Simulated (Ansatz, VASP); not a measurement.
**CdS: VASP beside Ansatz**

```
Cd S
1.0
     0.00000    2.67720    3.14280
     2.67720    0.00000    3.14280
     2.67720    2.67720    0.00000
Cd S
1 1
Cartesian
  0.0000 0.0000 0.0000
  4.0158 4.0158 4.7142
```

Change from the starting cell: strain -0.080 along x and y, +0.080 along z, atoms carried along.

Alike in both runs: task single point; functional r2SCAN; k mesh 8 × 8 × 8; occupations gaussian, width 0.05 eV; no spin polarisation.

```csv
,VASP,Ansatz
version,VASP 6.6.1,Ansatz 0.2.0
potentials or method,"VASP PAW PBE potentials, release 64 (Cd, S)","scalar-relativistic, plane waves, PAW"
plane-wave cutoff (eV),520,500
valence electrons in the cell,18,26
```

Ansatz gave:

```
gap on the k mesh at the Fermi level (eV)       : 1.54
least direct gap on the mesh (eV)               : 1.54
pressure (GPa)                                  : 8.4
largest component of the traceless stress (GPa) : 2.02
```

Problem. Estimate VASP's values.

Solution. gap on the k mesh at the Fermi level (eV): 1.54; least direct gap on the mesh (eV): 1.54; pressure (GPa): 8.9; largest component of the traceless stress (GPa): 1.96.

The functional is the same, so the differences come from potentials, cutoffs and numerics. The two sets of potentials don't hold the same shells in valence.

Caveats: the PAW data sets were made with another functional, which shifts forces and pressure a little (VASP).
